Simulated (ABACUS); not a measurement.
# SiO2 under changes of volume

One of the cells (14.956 Å³/atom); the others are scaled copies at fixed shape and fractional positions:

```
Si O
1.0
    -2.47729    2.47729    3.65567
     2.47729   -2.47729    3.65567
     2.47729    2.47729   -3.65567
Si O
2 4
Direct
  0.75000 0.25000 0.50000
  0.00000 0.00000 0.00000
  0.87500 0.02821 0.65321
  0.77821 0.12500 0.15321
  0.97179 0.62500 0.84679
  0.37500 0.22179 0.34679
```

The cell comes from a database or a generator and needn't be the stable form of this composition.

| Quantity | Value |
| --- | --- |
| Program | ABACUS 3.10.1 |
| Functional | PBE |
| Potentials or basis | PseudoDojo NC SR 0.4.1 PBE standard |
| Cutoff | 1143 eV |
| Density cutoff | 4572 eV |
| Basis | plane waves |
| k mesh | 8 × 8 × 8 |
| Occupations | fermi-dirac, width 0.05 eV |
| Spin | no spin polarisation |

| volume (Å³/atom) | energy over the lowest point (meV/atom) | pressure (GPa) | gap on the mesh (eV) | largest force (eV/Å) |
| --- | --- | --- | --- | --- |
| 14.059 | 57.95 | 15.8 | 6.29 | 0.979 |
| 14.358 | 32.61 | 11.4 | 6.18 | 0.708 |
| 14.657 | ? | ? | ? | ? |
| 14.956 | 4.33 | 3.9 | 5.96 | 0.229 |
| 15.256 | 0.00 | 0.7 | 5.84 | 0.018 |
| 15.555 | 1.39 | -2.2 | 5.72 | 0.177 |
| 15.854 | 7.97 | -4.9 | 5.59 | 0.357 |

Question: What does the run at 14.657 Å³/atom give?

Answer: Energy over the lowest point 14.98 meV/atom; pressure 7.5 GPa; gap on the mesh 6.07 eV; largest force 0.459 eV/Å.

Worked out: A Birch-Murnaghan fit of order 3 (a polynomial in V^(-2/3)) to the other rows has its minimum at 15.33 Å³/atom with B0 = V·E''(V) = 153 GPa and B' = 4.1 at fixed shape and positions, which overstates the stiffness. It gives 14.98 meV/atom at 14.657 Å³/atom, against the run's 14.98, and -dE/dV = 7.5 GPa, against 7.5. A parabola through the other rows of the gap, of slope -5.49 eV per unit of ln V (its deformation potential) there, gives 6.07 eV, against the run's 6.07.

Energies are extrapolated to zero smearing.

Caveats: there are fewer bands than atomic start orbitals, so a level may be missed at k points of high symmetry.

A mesh can miss the band edges.
